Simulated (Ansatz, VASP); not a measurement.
**Na: VASP beside Ansatz**

File INCAR:

```
ALGO = Normal
EDIFF = 1E-7
ENCUT = 520
ISIF = 2
ISMEAR = -1
LASPH = True
LCHARG = False
LREAL = False
LWAVE = False
NBANDS = 10
NELM = 80
PREC = Accurate
SIGMA = 0.1
```

KPOINTS

```
k-points
0
Gamma
  2 2 2
```

POSCAR

```
Na
1.0
   -2.0287155323      2.0287155323      2.0287155323
    2.0287155323     -2.0287155323      2.0287155323
    2.0287155323      2.0287155323     -2.0287155323
Na
1
Direct
    0.0000000000      0.0000000000      0.0000000000
```

Input for Ansatz:

```yaml
crystal:
  lattice:
    - [-2.0287155323, 2.0287155323, 2.0287155323]
    - [2.0287155323, -2.0287155323, 2.0287155323]
    - [2.0287155323, 2.0287155323, -2.0287155323]
  atoms:
    - { symbol: Na, position: [0.0, 0.0, 0.0] }
hamiltonian:
  xc: lda
  pseudopotentials:
    kind: paw
    azcp:
      Na: "pseudopotentials/Na.paw.azcp"
basis:
  ecutwfc: 420
  fft_grid_basis: typed
kpoints:
  mp_grid: { grid: [2, 2, 2], shift: [0, 0, 0] }
magnetization:
  spin_polarized: false
scf:
  occupations: { method: fermi_dirac, width: 0.1 }
  lower_state_search: "off"
output:
  stress: true
  write_density: true
  write_potential: true
  elf: true
  volumetric_format: npy
```

Alike in both runs: task single point; functional LDA; k mesh 2 × 2 × 2; occupations fermi-dirac, width 0.1 eV; no spin polarisation.

|  | VASP | Ansatz |
| --- | --- | --- |
| version | VASP 6.6.1 | Ansatz 0.2.0 |
| potentials or method | VASP PAW LDA potentials, release 64 (Na_pv) | plane waves (420 eV) with PAW, scalar-relativistic |
| plane-wave cutoff (eV) | 520 | 420 |
| valence electrons in the cell | 7 | 9 |

|  | VASP | Ansatz | Ansatz less VASP |
| --- | --- | --- | --- |
| pressure (GPa) | 2.3 | 2.3 | +0.02 |

The two sets of potentials don't hold the same shells in valence. Ansatz warned: «pseudo_functional_mismatch».

Caveats: the k mesh is coarse (spacing up to 1.09 Å⁻¹), so the values aren't converged.
